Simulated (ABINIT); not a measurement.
# Au: single point with PBEsol

Au:

```xyz
1
Lattice="0.0000 2.0438 2.0438 2.0438 0.0000 2.0438 2.0438 2.0438 0.0000" Properties=species:S:1:pos:R:3 pbc="T T T"
Au    0.0000    0.0000    0.0000
```

The cell isn't the ideal one: cell relaxed.

```json
{
 "Program": "ABINIT 10.8.3 (patched build)",
 "Task": "single point",
 "Functional": "PBEsol",
 "Potentials or basis": "PseudoDojo NC SR PBEsol v0.4.1 standard",
 "Cutoff": "871 eV",
 "k mesh": "8 × 8 × 8",
 "Occupations": "fermi-dirac, width 0.05 eV",
 "Spin": "no spin polarisation"
}
```

The pressure is -1.6 GPa, the band gap on the k mesh is none (metal or under the smearing width) and the valence electrons inside the program's atomic spheres are Au 15.55 (radii [1.0584] Å).

Levels at points of the mesh, in eV from the Fermi level:
```tsv
k point	band 7	band 8	band 9	band 10	band 11	band 12	band 13	band 14
(0.00, 0.00, 0.00)	-4.61	-4.61	-3.08	-3.08	14.48	18.46	18.46	18.46
(0.50, 0.00, 0.00)	-4.65	-1.88	-1.88	-0.99	3.10	13.93	17.09	17.09
(0.50, 0.50, 0.00)	-1.92	-1.56	-1.56	0.99	5.78	9.99	9.99	17.16
```

Wall time 10 s on 1 thread of Arm Neoverse V1, with other jobs on the host, peak memory 0.07 GiB.

The run has no spin-orbit coupling, so splittings on Au are missing.
